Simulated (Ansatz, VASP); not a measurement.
**SnO2 in VASP and in Ansatz**

Contents of INCAR:

```
ALGO = Normal
EDIFF = 1E-7
ENCUT = 520
GGA = PE
ISIF = 2
ISMEAR = 0
LASPH = T
LCHARG = T
LELF = T
LREAL = F
LVHAR = T
LWAVE = F
NBANDS = 35
NELM = 100
PREC = Accurate
SIGMA = 0.05
```

Contents of KPOINTS:

```
k-points
0
Gamma
  6 6 8
```

POSCAR

```
SnO2
1.0
    4.7380000000      0.0000000000      0.0000000000
    0.0000000000      4.7380000000      0.0000000000
    0.0000000000      0.0000000000      3.1865000000
Sn O
2 4
Direct
    0.0000000000      0.0000000000      0.0000000000
    0.5000000000      0.5000000000      0.5000000000
    0.3071000000      0.3071000000      0.0000000000
    0.1929000000      0.8071000000      0.5000000000
    0.6929000000      0.6929000000      0.0000000000
    0.8071000000      0.1929000000      0.5000000000
```

Input for Ansatz:

```yaml
crystal:
  lattice:
    - [4.738, 0.0, 0.0]
    - [0.0, 4.738, 0.0]
    - [0.0, 0.0, 3.1865]
  atoms:
    - { symbol: Sn, position: [0.0, 0.0, 0.0] }
    - { symbol: Sn, position: [0.5, 0.5, 0.5] }
    - { symbol: O, position: [0.3071, 0.3071, 0.0] }
    - { symbol: O, position: [0.1929, 0.8071, 0.5] }
    - { symbol: O, position: [0.6929, 0.6929, 0.0] }
    - { symbol: O, position: [0.8071, 0.1929, 0.5] }
basis:
  ecutwfc: 500
  fft_grid_basis: typed
kpoints:
  mp_grid: { grid: [6, 6, 8] }
hamiltonian:
  xc: pbe
scf:
  occupations: { method: gaussian, width: 0.05 }
  n_extra_bands: 6
output:
  forces: true
  stress: false
  eigenvalues: true
  bader: false
  write_density: false
  volumetric_format: npy
  band_densities:
    - { e_range: [-1.24, -0.63] }
    - { e_range: [0.63, 1.24] }
    - { e_range: [-8.77, -6.05] }
    - { e_range: [-6.05, -3.34] }
    - { e_range: [-8.78, -0.61] }
    - { e_range: [-19.6, -15.9] }
    - { e_range: [-21.79, -20.39] }
  dos:
    e_range: [-30, 8]
    de: 0.02
    method: { smearing: { sigma: 0.03, scheme: gaussian } }
    projected: { site_lists: { O: [O], Sn: [Sn] } }
checkpoint:
  read: start.run
  write: ck
  compress: false
  write_wavefunctions: false
  write_every: 100000
```

Alike in both runs: task single point; functional PBE; k mesh 6 × 6 × 8; occupations gaussian, width 0.05 eV; no spin polarisation.

|  | VASP | Ansatz |
| --- | --- | --- |
| version | VASP 6.6.1 | Ansatz 0.2.0 |
| potentials or method | VASP PAW PBE potentials, release 64 (Sn_d, O) | scalar-relativistic, plane waves, PAW |
| plane-wave cutoff (eV) | 520 | 500 |
| valence electrons in the cell | 52 | 52 |

```csv
,VASP,Ansatz,Ansatz less VASP
gap on the k mesh at the Fermi level (eV),1.27,1.28,+0.012
rms of the force components (eV/Å),0.139,0.129,-0.0096
```

Atom by atom the forces differ by 0.010 eV/Å (rms over components).

Caveats: spin-orbit coupling is left out, which moves the levels of the heavy elements. A hybrid or GW would open this gap; PBE tends to underestimate it.
